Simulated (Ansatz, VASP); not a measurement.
**One calculation of Al, two programs**

```
Al
1.0
     2.81653    0.00000    0.00000
     0.00000    3.98318    0.00000
     0.00000    0.00000   17.40830
Al
2
Direct
  0.25000 0.25000 0.47170
  0.75000 0.75000 0.52830
```

Alike in both runs: functional LDA; k mesh 14 × 10 × 1; occupations fermi-dirac, width 0.08 eV; no spin polarisation.

Ansatz relaxed the structure, and its values are those at the end. VASP's run is a single point on that final structure, the one shown.

```csv
,VASP,Ansatz
version,VASP 6.6.1,Ansatz 0.2.0
potentials or method,"VASP PAW LDA potentials, release 64 (Al)","PAW with Ansatz's default frozen-core files, scalar-relativistic"
plane-wave cutoff (eV),520,420
valence electrons in the cell,6,6
```

```csv
,VASP,Ansatz,Ansatz less VASP
rms of the force components (eV/Å),0.004,0.001,-0.0038
```

Ansatz warned: «stress_scf_threshold_loose».
